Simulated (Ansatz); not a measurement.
Bi:

```
CELL_PARAMETERS angstrom
-1.98143 1.98143 1.98143
1.98143 -1.98143 1.98143
1.98143 1.98143 -1.98143
ATOMIC_POSITIONS crystal
Bi 0.00000 0.00000 0.00000
```

This isn't the form of Bi at room conditions, which is rhombohedral.

| Item | Value |
| --- | --- |
| Program | Ansatz 0.2.0 |
| Task | relaxation of cell and atoms |
| Functional | PBE |
| Potentials or basis | Ansatz PAW |
| Cutoff | 420 eV (not typed: the program's choice for these potentials) |
| k mesh | 9 × 9 × 9 |
| Occupations | fermi-dirac, width 0.05 eV |
| Spin | spin-orbit coupling, no magnetisation |

At the start: volume 31.12 Å³/atom.

**Question.** How do energy, volume and symmetry change on relaxing?

**Answer.** It ends after 4 steps and the volume is 32.54 Å³/atom (+4.6 %); space group Im-3m (No. 229, to 0.05 Å).

The path:
```tsv
step	energy change (eV)	largest force (eV/Å)	volume (Å³)
1	0.0000	0.0000	31.12
2	-0.0089	0.0000	32.72
3	-0.0091	0.0000	32.54
4	-0.0094	0.0000	32.54
```

Final structure:
```yaml
crystal:
  lattice:
    - [-2.01120, 2.01120, 2.01120]
    - [2.01120, -2.01120, 2.01120]
    - [2.01120, 2.01120, -2.01120]
  atoms:
    - { symbol: Bi, position: [0.00000, 0.00000, 0.00000] }
```

Caveat: the plane-wave basis is chosen anew once the cell has moved, so the energies of steps on either side of that aren't comparable.
